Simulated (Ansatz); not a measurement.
Runs of Ansatz 0.2.0 on Li. Symmetry: Fm-3m, No. 225, cubic system. Conventional cell: a = 4.404 Å, b = 4.404 Å, c = 4.404 Å, α = 90.00°, β = 90.00°, γ = 90.00°. Li (site symmetry m-3m) has 12 Li at 3.11 Å as nearest neighbours. This isn't the form of Li at room conditions, which is bcc.

```csv
task,level,potentials or basis,spin,cell,k mesh,cutoff (eV),smearing,driver,other keys,mesh quality,gap on the mesh (eV),pressure (GPa)
Wannier functions,PBE+D4,PseudoDojo PBEsol,off,as given,10 × 10 × 10,1007,cold 0.05 eV,chain,hamiltonian.xc = pbe,not flagged,none,-
electrostatic potential,exchange-only PBE,Ansatz PAW,off,as given,10 × 10 × 10,420,methfessel-paxton 0.025 eV,chain,-,not flagged,none,0.8
electrostatic potential,exchange-only PBE,Ansatz PAW,off,as given,10 × 10 × 10,420,methfessel-paxton 0.025 eV,-,-,not flagged,none,0.8
atomic charges,LDA,JTH PAW,"collinear, program default start",volume scaled by 1.15,7 × 7 × 7,1200,cold 0.05 eV,chain,magnetization = spin_polarized True; hamiltonian.xc = lda; …,not flagged,none,(a)
projected density of states,r2SCAN0,Ansatz PAW,off,volume scaled by 0.88,7 × 7 × 7,500,methfessel-paxton 0.1 eV,chain,-,coarse,none,1.8
```

Question: Fill in the values left out.

Answer: (a) -2.5.

Caveats: some runs use coarse meshes; the potentials were made for another functional, which shifts forces and pressure (some runs); pairwise dispersion overbinds metals, which lowers pressure and volume (some runs); the PAW data sets were made with another functional, which shifts forces and pressure a little (some runs); the thresholds are loose for stress (some runs).

A gap of «none» marks a metal or a gap under the smearing width.

Runs at the PBE level aren't shown here.
